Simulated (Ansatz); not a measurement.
In: equation of state with PBE

Crystal: In.

```
CELL_PARAMETERS angstrom
-1.62547 1.62547 2.47370
1.62547 -1.62547 2.47370
1.62547 1.62547 -2.47370
ATOMIC_POSITIONS crystal
In 0.00000 0.00000 0.00000
```

```yaml
Program: Ansatz 0.2.0
Task: equation of state
Functional: PBE
Potentials_or_basis: all-electron LAPW, scalar-relativistic
Basis_error_allowed: 0.0005 eV/atom
k_mesh: 11 × 11 × 11
Occupations: fermi-dirac, width 0.05 eV
Spin: no spin polarisation
```

| Property | Result |
| --- | --- |
| Equilibrium volume | 27.52 Å³/atom |
| Bulk modulus at fixed shape and positions | 35 GPa |
| Pressure derivative of the bulk modulus | 5.2 |

Energy against volume, from the lowest point:
```
volume (Å³/atom)  energy (meV/atom)
          24.575              43.20
          25.098              27.93
          25.621              16.41
          26.144               8.20
          26.666               2.95
          27.189               0.31
          27.712               0.00
```

All runs of the series together: 61 s on 1 thread of Arm Neoverse V1 (shared host).

Caveat: the cell was scaled at fixed shape and fractional positions, which overstates the stiffness of a crystal with free parameters, most of all of layers and chains.
